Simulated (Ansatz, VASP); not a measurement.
**One calculation of W, two programs**

Contents of INCAR:

```
SYSTEM = W
ALGO     = Normal         ! electronic algorithm
EDIFF    = 1E-6           ! SCF threshold, eV
EDIFFG   = -0.005         ! ionic threshold
ENCUT    = 600            ! plane-wave cutoff, eV
GGA      = RE             ! functional
IBRION   = 2              ! ionic algorithm
ISIF     = 3              ! what is computed and relaxed
ISMEAR   = -1             ! smearing method
IVDW     = 12             ! dispersion correction
LASPH    = .True.         ! aspherical terms in the spheres
LCHARG   = .False.        ! write CHGCAR
LREAL    = .False.        ! projectors in reciprocal space
LWAVE    = .False.        ! write WAVECAR
NELM     = 80             ! most SCF steps
NSW      = 80             ! ionic steps
PREC     = Accurate       ! precision mode
SIGMA    = 0.05           ! smearing width, eV
```

The input KPOINTS:

```
k-points
0
Gamma
  12 12 12
  0 0 0
```

Contents of POSCAR:

```
W
1.0
   -1.5823450000      1.5823450000      1.5823450000
    1.5823450000     -1.5823450000      1.5823450000
    1.5823450000      1.5823450000     -1.5823450000
W
1
Direct
    0.0000000000      0.0000000000      0.0000000000
```

File input.yaml:

```yaml
crystal:
  lattice:
    - [-1.582345, 1.582345, 1.582345]
    - [1.582345, -1.582345, 1.582345]
    - [1.582345, 1.582345, -1.582345]
  atoms:
    - { symbol: W, position: [0.0, 0.0, 0.0] }
kpoints:
  mp_grid: { grid: [12, 12, 12] }
scf:
  occupations: { method: fermi_dirac, width: 0.05 }
hamiltonian:
  xc: revpbe
  dispersion: d3bj
  pseudopotentials: { kind: all_electron, lapw: { basis_error: 0.001 } }
output:
  forces: true
  stress: true
relax:
  f_tol: 0.005
  max_steps: 60
  cell: {}
```

Alike in both runs: task relaxation of cell and atoms; functional revPBE; dispersion D3(BJ); k mesh 12 × 12 × 12; occupations fermi-dirac, width 0.05 eV; no spin polarisation.

|  | VASP | Ansatz |
| --- | --- | --- |
| version | VASP 6.6.1 | Ansatz 0.2.0 |
| potentials or method | VASP PAW PBE potentials, release 64 (W_sv) | all-electron LAPW, scalar-relativistic |
| plane-wave cutoff (eV) | 600 | see its input |

VASP gave:

- relaxed volume (Å³/atom): 15.66
- relaxed cell length with the largest relative difference (Å): 2.730
- energy change over the relaxation (meV/atom): -2

Task: Which values does Ansatz return?

Result: Relaxed volume (Å³/atom): 15.63; relaxed cell length with the largest relative difference (Å): 2.728; energy change over the relaxation (meV/atom): -3.

Ansatz ran all-electron here, so the differences hold the error of VASP's frozen core and of both bases.

Caveats: the PAW data sets were made with another functional, which shifts forces and pressure a little (VASP); pairwise dispersion overbinds metals, which lowers pressure and volume (VASP). The runs have no spin-orbit coupling, so splittings on W are missing.
